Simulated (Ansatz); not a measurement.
# Al2Cu (I4/mmm) in Ansatz: notebook

Runs on Al2Cu. Level: PBEsol. Tasks: phonons, elastic constants.

All numbers are computed with Ansatz 0.2.0; they aren't measurements. Logs are shortened: lines on timing, memory, paths and dates and some standing lists are left out, and cuts for length are marked.

## (1) The crystal as given

The structure is tetragonal, space group I4/mmm (No. 139). The conventional cell has a = 4.061 Å, b = 4.061 Å, c = 5.702 Å, α = 90.00°, β = 90.00°, γ = 90.00°. Cu (site symmetry 4/mmm) is surrounded by 8 Al at 2.48 Å. Al (site symmetry -4m2) has 4 Cu at 2.48 Å and 2 Al at 2.85 Å as nearest neighbours.

The cell comes from a database or a generator and needn't be the stable form of this composition.

## (2) Phonons, PBEsol

Contents of input.yaml:

```yaml
crystal:
  lattice:
    - [-2.0303375, 2.0303375, 2.851094]
    - [2.0303375, -2.0303375, 2.851094]
    - [2.0303375, 2.0303375, -2.851094]
  atoms:
    - { symbol: Cu, position: [0.5, 0.5, 0.0] }
    - { symbol: Al, position: [0.25, 0.75, 0.5] }
    - { symbol: Al, position: [0.75, 0.25, 0.5] }
hamiltonian:
  xc: pbesol
  pseudopotentials: { kind: paw }
kpoints:
  mp_grid: { grid: [8, 8, 8] }
scf:
  occupations: { method: fermi_dirac, width: 0.05 }
phonons:
  method: dfpt
```

Potentials or basis: Ansatz PAW.

Command:

```sh
ansatz run input.yaml --threads 2 --pin off --max-ram 5632MiB --backend cpu --events-out ev --progress --plain --runs-dir out
```

Standard output:

```text
Warning: RAYON_NUM_THREADS=2 ignored (pool sized by the plan → 2); use --threads N
zone centre: on kpoints.mp_grid the ground state, and the responses unless they are solved on pairs of k-points, stand on 95 of the mesh's 512 k-points, reduced under 4 symmetry operations, with k and −k counted as one. Each operation leaves every solved displacement unchanged or reverses it
Engine: ansatz 0.2.0, aarch64-unknown-linux-gnu
Pseudopotentials: kind: paw
Pseudopotential: Cu, paw, valence charge 19, recommended cutoff 420 eV (normal), Cu.paw.azcp
Pseudopotential: Al, paw, valence charge 3, recommended cutoff 420 eV (normal), Al.paw.azcp
Functional definition: PBEsol
  exchange = pbesol_x
  correlation = pbesol_c
Crystal: 3 atoms, lattice volume = 47.012 Å³
Basis set: ecut = 420 eV, 925 PW (Γ), exchange–correlation on 60×60×60 points (8 copies of the dense FFT grid, shifted against one another)
Bands: 17, of which v1, the nominal top of the filled ones, is band 13 counted from 1 (12 counted from 0)
Symmetry: 16 space group operations
k-points: 95 of 512 (irreducible under 4 space group operations, time reversal used)
Non-local potential: Cu, projectors of the file, l = 0: 3, l = 1: 2, l = 2: 3, l = 3: 1
Non-local potential: Al, projectors of the file, l = 0: 2, l = 1: 2, l = 2: 1
PAW form: soft (Blöchl's): semilocal exchange-correlation on the pseudo side does not see the compensation charge
PAW frozen core: Cu, regenerated for the run's functional, and the local potential with it (the file was generated under x = pbe(κ = 0.804, μ = 0.2195149727645171), c = pbe(β = 0.06672455060314922))
PAW frozen core: Al, regenerated for the run's functional, and the local potential with it (the file was generated under x = pbe(κ = 0.804, μ = 0.2195149727645171), c = pbe(β = 0.06672455060314922))
PAW one-centre angular grid: Cu, 590 points (default); XC on 64 Gauss nodes
PAW one-centre angular grid: Al, 110 points (default); XC on 64 Gauss nodes
Initial density: superposition of atomic densities (neutral atoms: chi_scale 0, normalization atom), corrected by the library's trained network
Initial wavefunctions: pseudopotential atomic-orbital guess
Functional: x = pbesol(κ = 0.804, μ = 0.12345679012345678), c = pbesol(β = 0.046)
SCF iter   1: F=—  HF=-7638.424959 eV  |F-HF|=—  |Δ(HF+E_count)|=         —  Δρ=8.83e-3  dr2=2.04e-2  ethr=1.77e-3  ⟨swp⟩=5.4  Hψ=8272  notcnv=0
preconditioner: auto → none  [insulator: Δε(μ)=0.139 eV  Ē_g=8.423 eV  σ=0.050 eV  W_gap=0.60  n_scr=14 (ndim 8)  ℏωp=22.3 eV  f_vac=0.002  D(μ)=0.65/eV (n_scr^D=0)  ε∞_Penn≈8.0]
SCF iter   2: F=—  HF=-7638.421361 eV  |F-HF|=—  |Δ(HF+E_count)|=   3.60e-3  Δρ=1.44e-3  dr2=7.35e-4  ethr=8.14e-5  ⟨swp⟩=2.0  Hψ=3448  notcnv=0  defer=7
SCF iter   3: F=—  HF=-7638.421217 eV  |F-HF|=—  |Δ(HF+E_count)|=   1.44e-4  Δρ=6.65e-4  dr2=1.53e-4  ethr=2.94e-6  ⟨swp⟩=2.1  Hψ=2308  notcnv=0  defer=7
SCF iter   4: F=—  HF=-7638.421243 eV  |F-HF|=—  |Δ(HF+E_count)|=   2.57e-5  Δρ=8.18e-5  dr2=2.55e-6  ethr=6.13e-7  ⟨swp⟩=1.6  Hψ=1874  notcnv=0  defer=7
SCF iter   5: F=—  HF=-7638.421231 eV  |F-HF|=—  |Δ(HF+E_count)|=   1.11e-5  Δρ=5.92e-6  dr2=1.19e-8  ethr=1.02e-8  ⟨swp⟩=1.8  Hψ=1925  notcnv=0  defer=7
SCF iter   6: F=—  HF=-7638.421231 eV  |F-HF|=—  |Δ(HF+E_count)|=   5.44e-9  Δρ=4.78e-7  dr2=6.78e-11  ethr=4.75e-11  ⟨swp⟩=2.0  Hψ=2374  notcnv=0  defer=7
SCF iter   7: F=-7638.421231 eV  HF=-7638.421231 eV  |F-HF|=4.55e-12  |Δ(HF+E_count)|=  5.91e-11  Δρ=5.25e-8  dr2=9.75e-13  ethr=1.00e-12  ⟨swp⟩=5.6  Hψ=6624  notcnv=0
SCF 1 converged in 7 iterations: F = -7638.421231 eV  dr2 = 9.75e-13
DFPT response loops at Γ: preconditioner auto → Kerker (q_TF=auto, 2.456 Å⁻¹) (partly filled bands, converged f_vac=0.000); β = 1.00, the filter's whole step (`scf.mixing.beta` (0.50) is not read by the response loops under this deck's `scf.mixing.preconditioner`; to damp them name `kerker` or `kerker_dos`, under which they read `scf.mixing.beta`, and type it under 1.00, their step now; both keys bind the ground state too); Broyden in place of MSR1
SCF converged after 7 iterations
Free energy (F): -7638.421231 eV
Harris-Foulkes:  -7638.421231 eV  (|F-HF|=4.55e-12)
Internal energy: -7638.415452 eV  (E = F + TS)
E sigma→0 (E₀):  -7638.418342 eV
Entropy (-TS):   -0.005780 eV (-1.927 meV/atom)
Fermi energy:    9.371054 eV
--- Per-component energies (eV) ---
  E_band       = -491.553969
  E_kinetic    = 346.831374
  E_local      = -5883.309944  (includes V_loc(G=0)·N_el)
  E_nonlocal   = 403.611789
  E_hartree    = 2630.534748
  E_xc         = -169.303917
  E_vxc        = -175.709073  (∫ρ·V_xc dr)
  E_paw        = -2528.862384  (= ΣΔE_a)
  E_vpaw       = -444.047899  (= ΣTr[D̂ρ^β])
  E_aug_tail   = 0.000238  (compensation charges beyond the density's cutoff)
  E_ewald      = -2438.161835
  E_core_change = 0.244480  (= ΣΔE_core)
  E_smearing   = -0.005780  (= −TS)
  E_closure    = 0.000000  (closes the sum)
  Σ components = -7638.421231   (vs F -7638.421231, Δ=0.00e0)
--- Band table (eV; the first three rows and the last of 95) ---
  k-point 0: bands = ["-104.2294", "-61.7291", "-61.7291", "-61.7242", "-0.9563", "4.7481", "4.7559", "4.7559", "5.3245", "5.3373", "12.2064", "12.2064", "12.2597", "12.2811", "12.3602", "12.3602", "13.7106"]
  k-point 1: bands = ["-104.2294", "-61.7291", "-61.7291", "-61.7242", "-0.6759", "4.6729", "4.7919", "4.8007", "5.2756", "5.3582", "10.3058", "10.3652", "11.1667", "11.3996", "13.6345", "14.5560", "14.6408"]
  k-point 2: bands = ["-104.2294", "-61.7291", "-61.7291", "-61.7242", "0.1571", "4.4707", "4.9267", "4.9382", "5.1191", "5.4154", "8.7903", "8.8087", "8.8454", "10.4717", "11.8815", "16.7752", "16.9629"]
  k-point 94: bands = ["-104.2294", "-61.7291", "-61.7291", "-61.7243", "3.2297", "3.4486", "4.1541", "5.2699", "5.2699", "5.4930", "5.6086", "7.3124", "7.3124", "9.7132", "10.8236", "18.3636", "20.0446"]
--- Phonons (Γ-DFPT): 4 representative perturbations + reference, on 95 of 512 k-points (Σ response iterations 14) ---
  k mesh reduced under 4 symmetry operations, with k and −k counted as one. Each operation leaves every solved displacement unchanged or reverses it
  ASR residual: 3.048e-4 → 0.000e0 eV/Å²; symmetrization residual: 8.967e-6 eV/Å²
  ASR residual per site (eV/Å²): 3.05e-4 2.10e-5 2.10e-5
  Γ frequencies (cm⁻¹): 0.00 0.00 0.00 264.07 265.29 265.29 276.93 276.93 283.53
  non-analytic LO–TO correction: not included (Born effective charges unavailable; polar crystals: no LO–TO splitting at Γ)
```

It took 22 s on 2 threads of Arm Neoverse V1, shared host; peak memory 0.53 GiB.

Results:

```
Free energy                   : -7638.4212 eV
Band gap on the k mesh        : none (metal or under the smearing width)
Highest phonon frequency at Γ : 284 cm⁻¹
```

Phonon frequencies in cm⁻¹ (negative: imaginary):
| q point | frequencies |
| --- | --- |
| (0.000, 0.000, 0.000) | 0 0 0 264 265 265 277 277 284 |

Caveat: the PAW data sets come from PBE, with cores solved anew for the run's functional, which leaves a small shift of forces and pressure.

## (3) Elastic constants, PBEsol

Edit input.yaml of step 2 so:

```diff
@@ -16,3 +16,7 @@
   occupations: { method: fermi_dirac, width: 0.05 }
-phonons:
-  method: dfpt
+output:
+  forces: true
+  stress: true
+elastic:
+  mode: relaxed_ion
+  stencil: two_point
```

Potentials or basis: Ansatz PAW.

Command:

```sh
ansatz run input.yaml --threads 2 --pin off --max-ram 5632MiB --backend cpu --events-out ev --progress --plain --runs-dir out
```

Run time: 54 s. Hardware: 2 threads of Arm Neoverse V1, shared host; peak memory 0.42 GiB.

It converged, with:

```yaml
Free_energy: -7638.4212 eV
Pressure: -0.2 GPa
Band_gap_on_the_k_mesh: none (metal or under the smearing width)
Voigt_bulk_modulus: 104 GPa
```

Stress tensor (GPa, compression positive):
```
-0.51  0.00  0.00
 0.00 -0.51  0.00
 0.00  0.00  0.30
```

Levels at points of the mesh, in eV from the Fermi level:
```
              k point  band 10  band 11  band 12  band 13  band 14  band 15  band 16  band 17
   (0.00, 0.00, 0.00)    -4.03     2.84     2.84     2.89     2.91     2.99     2.99     4.34
  (0.00, 0.00, -0.50)    -3.87    -3.78    -2.04    -1.99     0.43     1.49     8.98    10.59
  (0.00, -0.50, 0.00)    -3.98    -3.97     0.55     0.61     2.93     2.96     3.83     4.37
(-0.50, -0.50, -0.50)    -3.88    -3.76    -2.06    -2.06     0.34     1.45     8.99    10.67
```

Elastic tensor in Voigt notation (GPa, in the Cartesian axes of the cell as first typed):
```
200  43  65   0   0   0
 43 200  65   0   0   0
 66  66 187   0   0   0
  0   0   0  69   0   0
  0   0   0   0  69   0
  0   0   0   0   0  48
```

Caveat: elastic constants of metals need much finer meshes, so these are rough; the PAW data sets come from PBE, with cores solved anew for the run's functional, which leaves a small shift of forces and pressure.
